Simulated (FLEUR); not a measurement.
## MnO2 in FLEUR: the effect of Hubbard term

MnO2:

```
CELL_PARAMETERS angstrom
2.85658 0.00000 0.00000
-1.42829 2.47387 0.00000
0.00000 0.00000 4.60137
ATOMIC_POSITIONS crystal
Mn 0.00000 0.00000 0.50000
O 0.33333 0.66667 0.70629
O 0.66667 0.33333 0.29371
```

Measurements of this composition are mostly on another form, of space group No. 136.

Alike in all runs:

| Item | Value |
| --- | --- |
| Program | FLEUR MaX-R8.1 (later development tree) |
| Task | single point |
| Functional | PBEsol |
| Potentials or basis | all-electron |
| Basis | FLAPW |
| Kmax | 5.24 1/bohr |
| k mesh | 9 × 9 × 5 |
| Occupations | fermi-dirac, width 0.05 eV |
| Spin | collinear spin, ferromagnetic start |
| Starting moments | [4.0, 0.0, 0.0] μB |
| Gmax | 16.2 1/bohr |
| Muffin-tin radii | Mn 1.87, O 1.43 bohr |
| lmax | Mn 8, O 8 |
| lnonsphr | Mn 8, O 8 |
| Local orbitals a species | Mn 4, O 3 |
| Max iterations | 100 |

One run gave: gap on the mesh 0.73 eV. Which Hubbard term did it use?
A. Mn d U = 4 eV
B. Mn d U = 6 eV
C. Mn d U = 3 eV
D. Mn d U = 2 eV
E. Mn d U = 0.0 eV

E.

```csv
Hubbard term,gap on the mesh (eV)
Mn d U = 0.0 eV,0.73
Mn d U = 2 eV,1.75
Mn d U = 3 eV,2.12
Mn d U = 4 eV,2.19
Mn d U = 5 eV,2.11
Mn d U = 6 eV,2.02
```

Caveats: an odd mesh through Γ misses points on the zone boundary, where band edges often lie; a cell with one magnetic atom can't hold antiferromagnetic order, which such compounds often take.
